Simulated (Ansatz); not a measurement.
**ZnS: strain and displacement**

```
Zn S
1.0
     0.00000    2.70465    2.70465
     2.70465    0.00000    2.70465
     2.70465    2.70465    0.00000
Zn S
1 1
Direct
  0.00000 0.00000 0.00000
  0.75000 0.75000 0.75000
```

Atom numbers follow the list: Zn1, S2.

The cell is COD entry 9000107, as deposited and not checked against the literature; nothing was relaxed.

The calculation used DFT, PBE, all-electron LAPW, scalar-relativistic in Ansatz 0.2.0.

Settings: a Γ-centred 8×8×8 k mesh, Fermi–Dirac smearing of 0.01 eV, basis error target 0.25 meV/atom, no spin polarisation.

The unchanged cell is at 1.39 GPa, so energy changes include a term −P ΔV where the volume moves.

Semilocal functionals give too small gaps.

x, y and z are the Cartesian axes of the cell as listed; fractional coordinates follow a strain, and an engineering shear is twice the off-diagonal strain component.

**Question.** One change gave: energy change +1 meV/atom; stress change (xx, yy, zz, yz, xz, xy) 0.03, 0.03, 0.03, -0.67, -0.67, -0.67 GPa, compression positive; change of the force on Zn1 (-0.052, -0.052, -0.052) eV/Å; gap on the k mesh 2.10 → 2.08 eV. Which change was it?
A. equal xy, yz and zx engineering shear strains of -2 %
B. equal xy, yz and zx engineering shear strains of -1 %
C. atom 1 (Zn) moved by (0.0849, 0.0849, 0.0000) Å
D. equal xy, yz and zx engineering shear strains of +3 %
E. equal xy, yz and zx engineering shear strains of -3 %
F. equal xy, yz and zx engineering shear strains of +2 %
G. x and y strained by +2 %, z held
H. equal xy, yz and zx engineering shear strains of +1 %

**Answer.** H. For equal xy, yz and zx engineering shear strains of +2 %: energy change +5 meV/atom; stress change (xx, yy, zz, yz, xz, xy) 0.13, 0.13, 0.13, -1.31, -1.31, -1.31 GPa, compression positive; change of the force on Zn1 (-0.097, -0.097, -0.097) eV/Å; gap on the k mesh 2.10 → 2.05 eV. For x and y strained by +2 %, z held: energy change under 1 meV/atom; stress change (xx, yy, zz, yz, xz, xy) -3.02, -3.02, -2.22, 0.00, 0.00, 0.00 GPa, compression positive; gap on the k mesh 2.10 → 1.89 eV. For atom 1 (Zn) moved by (0.0849, 0.0849, 0.0000) Å: energy change +21 meV/atom; stress change (xx, yy, zz, yz, xz, xy) 0.40, 0.40, 0.65, -1.97, -1.97, 0.61 GPa, compression positive; change of the force on Zn1 (-0.497, -0.497, 0.166) eV/Å; gap on the k mesh 2.10 → 2.03 eV. For equal xy, yz and zx engineering shear strains of -3 %: energy change +12 meV/atom; stress change (xx, yy, zz, yz, xz, xy) 0.31, 0.31, 0.31, 2.21, 2.21, 2.21 GPa, compression positive; change of the force on Zn1 (0.204, 0.204, 0.204) eV/Å; gap on the k mesh 2.10 → 1.99 eV. For equal xy, yz and zx engineering shear strains of -1 %: energy change +1 meV/atom; stress change (xx, yy, zz, yz, xz, xy) 0.03, 0.03, 0.03, 0.70, 0.70, 0.70 GPa, compression positive; change of the force on Zn1 (0.059, 0.059, 0.059) eV/Å; gap on the k mesh 2.10 → 2.06 eV. For equal xy, yz and zx engineering shear strains of -2 %: energy change +5 meV/atom; stress change (xx, yy, zz, yz, xz, xy) 0.14, 0.14, 0.14, 1.43, 1.43, 1.43 GPa, compression positive; change of the force on Zn1 (0.127, 0.127, 0.127) eV/Å; gap on the k mesh 2.10 → 2.03 eV. For equal xy, yz and zx engineering shear strains of +3 %: energy change +11 meV/atom; stress change (xx, yy, zz, yz, xz, xy) 0.29, 0.29, 0.29, -1.92, -1.92, -1.92 GPa, compression positive; change of the force on Zn1 (-0.137, -0.137, -0.137) eV/Å; gap on the k mesh 2.10 → 2.02 eV.

**Question.** What force constant does this one finite step give for Zn1 along its displacement (all its periodic images move with it)?

**Answer.** k = −ΔF·u/|u|² = 5.86 eV/Å², so the force pulls the atom back.
